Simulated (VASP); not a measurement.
The system is Ca.

```
Ca
1.0
     3.46297   -3.66949    0.00000
     3.46297    3.66949    0.00000
     0.00000    0.00000    7.00912
Ca
4
Direct
  0.66179 0.33821 0.30349
  0.33821 0.66179 0.69651
  0.83821 0.16179 0.80349
  0.16179 0.83821 0.19651
```

This isn't the form of Ca at room conditions, which is fcc.

```yaml
Program: VASP 6.6.1
Task: single point
Functional: PBE
Potentials_or_basis: VASP PAW PBE potentials, release 64 (Ca_sv)
Cutoff: 520 eV
k_mesh: 5 × 5 × 4
Occupations: fermi-dirac, width 0.05 eV
Spin: no spin polarisation
```

On this cell: pressure -0.2 GPa; largest force 0.037 eV/Å; band gap on the k mesh none (metal or under the smearing width).

The same run follows on a disturbed copy (atoms moved at random, drawn with an rms of 0.05 Å):

```xyz
4
Lattice="3.4630 -3.6695 0.0000 3.4630 3.6695 0.0000 0.0000 0.0000 7.0091" Properties=species:S:1:pos:R:3 pbc="T T T"
Ca    3.4809   -1.2133    2.1142
Ca    3.4240    1.1747    4.8481
Ca    3.4072   -2.4522    5.6377
Ca    3.4786    2.5115    1.3929
```

Task: What changes?

Result: The energy (extrapolated to zero smearing) moves by +1.1 meV/atom; pressure -0.2 GPa; largest force 0.144 eV/Å; band gap on the k mesh none (metal or under the smearing width).

Forces on the atoms (eV/Å):
```
Ca   0.012  0.062  0.058
Ca  -0.055  0.095  0.031
Ca   0.021 -0.052  0.007
Ca   0.022 -0.105 -0.095
```

Stress tensor (GPa, compression positive):
```
 0.00 -0.02  0.02
-0.02 -0.47 -0.02
 0.02 -0.02  0.01
```
